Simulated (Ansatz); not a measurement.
## HgTe (Coloradoite) under changes of volume

One of the cells (33.215 Å³/atom); the others are scaled copies at fixed shape and fractional positions:

```
Hg Te
1.0
     0.00000    3.21450    3.21450
     3.21450    0.00000    3.21450
     3.21450    3.21450    0.00000
Hg Te
1 1
Direct
  0.00000 0.00000 0.00000
  0.75000 0.75000 0.75000
```

```yaml
Program: Ansatz 0.2.0
Functional: PBE0
Potentials_or_basis: Ansatz PAW
Cutoff: "420 eV (not typed: the program's choice for these potentials)"
k_mesh: 4 × 4 × 4
Occupations: fermi-dirac, width 0.05 eV
Spin: no spin polarisation
```

| volume (Å³/atom) | energy over the lowest point (meV/atom) | pressure (GPa) | gap on the mesh (eV) |
| --- | --- | --- | --- |
| 31.223 | 82.78 | 7.1 | 0.92 |
| 31.887 | 56.33 | 5.7 | 0.85 |
| 32.551 | 35.66 | 4.3 | 0.78 |
| 33.215 | 20.20 | 3.1 | 0.72 |
| 33.880 | 9.47 | 2.1 | 0.65 |
| 34.544 | ? | ? | ? |
| 35.208 | 0.00 | 0.3 | 0.53 |

Q: What does the run at 34.544 Å³/atom give?

A: Energy over the lowest point 2.86 meV/atom; pressure 1.1 GPa; gap on the mesh 0.59 eV.

Worked out: A Birch-Murnaghan fit of order 3 (a polynomial in V^(-2/3)) to the other rows has its minimum at 35.43 Å³/atom, just outside them, with B0 = V·E''(V) = 42 GPa and B' = 4.9. It gives 2.86 meV/atom at 34.544 Å³/atom, against the run's 2.86, and -dE/dV = 1.1 GPa, against 1.1. A straight line through the other rows of the gap, of slope -3.25 eV per unit of ln V (its deformation potential), gives 0.59 eV, against the run's 0.59.

Energies are extrapolated to zero smearing.

Caveats: some runs use coarse meshes; spin-orbit coupling is left out, which moves the levels of the heavy elements; the PAW data sets come from PBE, with cores solved anew for the run's functional, which leaves a small shift of forces and pressure; the thresholds are loose for stress.
